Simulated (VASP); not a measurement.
# V (Im-3m) in VASP: further runs

The runs below take V through single point, relaxation of cell and atoms, with PBE, r2SCAN, MS2, r2SCAN+D3(BJ).

Program: VASP 6.6.1. These are calculated values, not measurements. Logs are shortened: lines on timing, memory, paths and dates and some standing lists are left out, and cuts for length are marked.

## Step 1: Starting point

Symmetry: Im-3m, No. 229, cubic system. The conventional cell has a = 3.029 Å, b = 3.029 Å, c = 3.029 Å, α = 90.00°, β = 90.00°, γ = 90.00°. Around V (site symmetry m-3m) lie 8 V at 2.62 Å.

## Step 2: Single point, PBE, collinear spin, ferromagnetic start

File run.py:

```python
from ase.calculators.vasp import Vasp
from ase.dft.bandgap import bandgap
from ase.io import read

atoms = read('V.cif')
atoms.set_initial_magnetic_moments([2.0])
calc = Vasp(
    directory='calc',
    xc='pbe',
    pp='PBE',
    setups='recommended',
    prec='Accurate',
    encut=520,
    ediff=1e-06,
    ismear=0,
    sigma=0.02,
    lreal=False,
    lasph=True,
    nelm=120,
    algo='Fast',
    isif=2,
    lwave=False,
    lcharg=False,
    ispin=2,
    lorbit=11,
    lmaxmix=4,
    kpts=[12, 12, 12],
    gamma=True,
    nbands=16,
)
atoms.calc = calc

print('energy (eV):', atoms.get_potential_energy())
print('free energy (eV):', atoms.get_potential_energy(force_consistent=True))
print('forces (eV/A):')
print(atoms.get_forces())
print('stress (eV/A^3, Voigt):', atoms.get_stress())
print('Fermi level (eV):', calc.get_fermi_level())
print('moment (muB):', atoms.get_magnetic_moment())
print('site moments (muB):', atoms.get_magnetic_moments())
gap, top, bottom = bandgap(calc)
print('band gap (eV):', gap, 'from (spin, k, band)', top, 'to', bottom)
```

File V.cif:

```cif
data_V
_cell_length_a 2.62293114
_cell_length_b 2.62293114
_cell_length_c 2.62293114
_cell_angle_alpha 109.47122063
_cell_angle_beta 109.47122063
_cell_angle_gamma 109.47122063
_space_group_name_H-M_alt 'P1'
_space_group_name_Hall 'P 1'
_space_group_IT_number 1
loop_
_space_group_symop_operation_xyz
'x,y,z'
loop_
_atom_site_label
_atom_site_type_symbol
_atom_site_symmetry_multiplicity
_atom_site_Wyckoff_symbol
_atom_site_fract_x
_atom_site_fract_y
_atom_site_fract_z
_atom_site_occupancy
V1 V 1 a 0.0000000000 0.0000000000 0.0000000000 1
```

Potentials or basis: VASP PAW PBE potentials, release 64 (V_sv).

Run with:

```
$ python run.py
```

Output:

```text
energy (eV): -8.97807163
free energy (eV): -8.97825702
forces (eV/A):
[[-0.  0.  0.]]
stress (eV/A^3, Voigt): [3.18186158e-02 3.18186158e-02 3.18186158e-02 6.24150913e-12
 6.24150913e-12 0.00000000e+00]
Fermi level (eV): 9.28951492
moment (muB): 0.12209
site moments (muB): [0.107]
band gap (eV): 0.0 from (spin, k, band) (None, None, None) to (None, None, None)
```

OUTCAR:

```text
ENCUT = 520.000000
   EDIFF = 1.00e-06
   GGA = PE
   PREC = Accurate
   ISIF = 2
   ISMEAR = 0
   ISPIN = 2
   LORBIT = 11
   NELM = 120
   LASPH = .TRUE.
   LREAL = .FALSE.

 ion  position               nearest neighbor table
   1  0.000  0.000  0.000-

  LATTYP: Found a body centered cubic cell.
 ALAT       =     3.0286999995

  Lattice vectors:

 A1 = (   2.6229311400,   0.0000000000,   0.0000000000)
 A2 = (  -0.8743103798,   2.4729231943,   0.0000000000)
 A3 = (  -0.8743103798,  -1.2364615967,   2.1416143081)

Analysis of symmetry for initial positions (statically):
=====================================================================
 Subroutine PRICEL returns:
 Original cell was already a primitive cell.

 Routine SETGRP: Setting up the symmetry group for a
 body centered cubic supercell.

 Subroutine GETGRP returns: Found 48 space group operations
 (whereof 48 operations were pure point group operations)
 out of a pool of 48 trial point group operations.

The static configuration has the point symmetry O_h .

Analysis of symmetry for dynamics (positions and initial velocities):
=====================================================================
 Subroutine PRICEL returns:
 Original cell was already a primitive cell.

 Routine SETGRP: Setting up the symmetry group for a
 body centered cubic supercell.

 Subroutine GETGRP returns: Found 48 space group operations
 (whereof 48 operations were pure point group operations)
 out of a pool of 48 trial point group operations.

The dynamic configuration has the point symmetry O_h .

Analysis of structural, dynamic, and magnetic symmetry:
=====================================================================
 Subroutine PRICEL returns:
 Original cell was already a primitive cell.

 Routine SETGRP: Setting up the symmetry group for a
 body centered cubic supercell.

 Subroutine GETGRP returns: Found 48 space group operations
 (whereof 48 operations were pure point group operations)
 out of a pool of 48 trial point group operations.

The overall configuration has the point symmetry O_h .

 Subroutine INISYM returns: Found 48 space group operations
 (whereof 48 operations are pure point group operations),
 and found     1 'primitive' translations

----------------------------------------------------------------------------------------

                                     Primitive cell

  volume of cell :      13.8912

  direct lattice vectors                    reciprocal lattice vectors
     2.622931140  0.000000000  0.000000000     0.381252860  0.134793241  0.233468743
    -0.874310380  2.472923194  0.000000000     0.000000000  0.404379724  0.233468743
    -0.874310380 -1.236461597  2.141614308     0.000000000  0.000000000  0.466937486

  length of vectors
     2.622931140  2.622931140  2.622931140     0.466937486  0.466937486  0.466937486

  position of ions in fractional coordinates (direct lattice)
     0.000000000  0.000000000  0.000000000

  ion indices of the primitive-cell ions
   primitive index   ion index
                 1           1

----------------------------------------------------------------------------------------

 KPOINTS: KPOINTS created by Atomic Simulation Env

Automatic generation of k-mesh.
[... 97 lines left out ...]
 spin polarized calculation
 RMM-DIIS sequential band-by-band and
 Gauss-broadening in eV      SIGMA  =   0.02
  energy-cutoff  :      520.00
  volume of cell :       13.89
 maximum number of plane-waves:       384
   NGX =  9   NGY =  9   NGZ =  9

 number of electron      12.9999997 magnetization       0.1220900

 Free energy of the ion-electron system (eV)
  ---------------------------------------------------
  ext. energy  EPLUGINS =         0.00000000
  ---------------------------------------------------
  free energy    TOTEN  =        -8.97825702 eV

  energy without entropy =       -8.97788623  energy(sigma->0) =       -8.97807163

 E-fermi :   9.2895     XC(G=0): -12.7399

 val. band max:        9.2884989741   @ k =  -0.2500   0.2500   0.1667
 cond. band min:       9.3054877249   @ k =  -0.3333   0.3333   0.1667
 fundamental gap:      0.0169887508
 Fermi energy:         9.2895149152

 spin component 1

 k-point     1 :       0.0000    0.0000    0.0000
  band No.  band energies     occupation
      1     -54.4880      1.00000
      2     -27.8354      1.00000
      3     -27.8354      1.00000
      4     -27.8354      1.00000
      5       2.7791      1.00000
      6       9.6670      0.00000
[... 435 lines left out ...]
      5       6.6489      1.00000
      6       8.1091      1.00000
[... 8 lines left out ...]
     15      38.0237      0.00000
     16      38.4692      0.00000

 [... further k-points ...]

 spin component 2

 k-point     1 :       0.0000    0.0000    0.0000
  band No.  band energies     occupation
      1     -54.3908      1.00000
      2     -27.7388      1.00000
      3     -27.7388      1.00000
      4     -27.7388      1.00000
      5       2.8424      1.00000
      6       9.7851      0.00000
[... 435 lines left out ...]
      5       6.7320      1.00000
      6       8.2187      1.00000
[... 8 lines left out ...]
     15      38.0979      0.00000
     16      38.5409      0.00000

 [... further k-points ...]

------------------------ aborting loop because EDIFF is reached ----------------------------------------

 total charge

# of ion       s       p       d       tot
------------------------------------------
    1        2.332   6.214   3.051  11.597

 magnetization (x)

# of ion       s       p       d       tot
------------------------------------------
    1        0.001   0.003   0.103   0.107

  FORCE on cell =-STRESS in cart. coord.  units (eV):
  Direction    XX          YY          ZZ          XY          YZ          ZX
  --------------------------------------------------------------------------------------
  -------------------------------------------------------------------------------------
  Total       -0.4419976     -0.4419976     -0.4419976     -0.0000000     -0.0000000     -0.0000000
  in kB      -50.9790423    -50.9790423    -50.9790423     -0.0000000     -0.0000000     -0.0000000
  external PRESSURE =     -50.9790423 kB  Pullay stress =       0.0000000 kB

 VOLUME and BASIS-vectors are now :
 -----------------------------------------------------------------------------
  energy-cutoff  :      520.00
  volume of cell :       13.89
      direct lattice vectors                 reciprocal lattice vectors
     2.622931140  0.000000000  0.000000000     0.381252860  0.134793241  0.233468743
    -0.874310380  2.472923194  0.000000000     0.000000000  0.404379724  0.233468743
    -0.874310380 -1.236461597  2.141614308     0.000000000  0.000000000  0.466937486

  length of vectors
     2.622931140  2.622931140  2.622931140     0.466937486  0.466937486  0.466937486

 FORCES acting on ions
    electron-ion (+dipol)            ewald-force                    non-local-force                 convergence-correction
 -----------------------------------------------------------------------------------------------
   0.182E-13 0.351E-13 -.108E-13   -.526E-15 0.109E-14 0.362E-14   0.931E-24 -.414E-24 0.000E+00   -.386E-13 0.309E-13 0.162E-13
 -----------------------------------------------------------------------------------------------
   0.182E-13 0.351E-13 -.108E-13   -.526E-15 0.109E-14 0.362E-14   0.931E-24 -.414E-24 0.000E+00   -.386E-13 0.309E-13 0.162E-13

 POSITION                                       TOTAL-FORCE (eV/Angst)
 -----------------------------------------------------------------------------------
      0.00000      0.00000      0.00000        -0.000000      0.000000      0.000000
 -----------------------------------------------------------------------------------
    total drift:                               -0.000000      0.000000      0.000000

--------------------------------------------------------------------------------------------------------

  FREE ENERGIE OF THE ION-ELECTRON SYSTEM (eV)
  ---------------------------------------------------
  free  energy   TOTEN  =        -8.9782570241 eV

  energy  without entropy=       -8.9778862313  energy(sigma->0) =       -8.97807163

--------------------------------------------------------------------------------------------------------

--------------------------------------------------------------------------------------------------------

 total charge

# of ion       s       p       d       tot
------------------------------------------
    1        2.332   6.214   3.051  11.597

 magnetization (x)

# of ion       s       p       d       tot
------------------------------------------
    1        0.001   0.003   0.103   0.107

=======================================================================
```

INCAR:

```text
ENCUT = 520.000000
SIGMA = 0.020000
EDIFF = 1.00e-06
ALGO = Fast
GGA = PE
PREC = Accurate
ISIF = 2
ISMEAR = 0
ISPIN = 2
LMAXMIX = 4
LORBIT = 11
NBANDS = 16
NELM = 120
LASPH = .TRUE.
LCHARG = .FALSE.
LWAVE = .FALSE.
LREAL = .FALSE.
MAGMOM = 1*2.0000
```

Wall time 48 s (1 thread of Intel Xeon Platinum 8259CL at 2.50GHz (Skylake/Cascade Lake), shared host); peak memory 0.14 GiB.

Results:

| Quantity | Value |
| --- | --- |
| Free energy | -8.9783 eV |
| Pressure | -5.1 GPa |
| Band gap on the k mesh | none (metal or under the smearing width) |
| Net moment | 0.12 μB per cell |
| Site moments | V +0.11 μB |
| Valence electrons inside the program's atomic spheres | V 11.60 |

(Part 1 of 2 ends here.)
